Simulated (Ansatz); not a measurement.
# TaN: strain energy, fitted

TaN, Fm-3m, a = 4.397 Å. This isn't the usual stable structure of the compound. Ansatz: r2SCAN, PAW, 500 eV, Γ-centred 16×16×12 mesh on 4 atoms, Gaussian smearing 0.10 eV; no spin polarisation. Series: strain along c alone, the other axes held, atoms fixed by symmetry; x is the strain in per cent. The axes a, b, c are those of the computed cell (3.109, 3.109, 4.397 Å), along [1 1 0], [-1 1 0], [0 0 1] of the cell named above. y is the free energy over the unstrained cell, V0 = 10.623 Å³/atom.

```
x (%) y (meV/atom)
 -4.5         59.24
 -3.0         24.14
 -1.5          5.63
  0.0          0.00
  1.5             ?
  3.0         18.72
  4.5         39.56
```

**Question.** Fit y = c2 x² + c3 x³ to the other rows, turn c2 into a modulus, and predict the missing energy.

**Answer.** Least squares on the rows shown. y = 2.4294 x² − 0.10733 x³. In eV per unit strain² c2 is 24.29; this is C33 with relaxed ions (E = ½ C33 V0 ε²): 2 × 24.29 × 160.2 / (10.623) = 733 GPa. At x = 1.5 the fit asked for gives 5.10 meV/atom. The run gave 4.88 meV/atom, so the fit is 0.22 meV/atom too high, within the rms miss on the fitted rows (0.34 meV/atom).

Spin–orbit coupling is left out, which can shift energies with elements as heavy as these.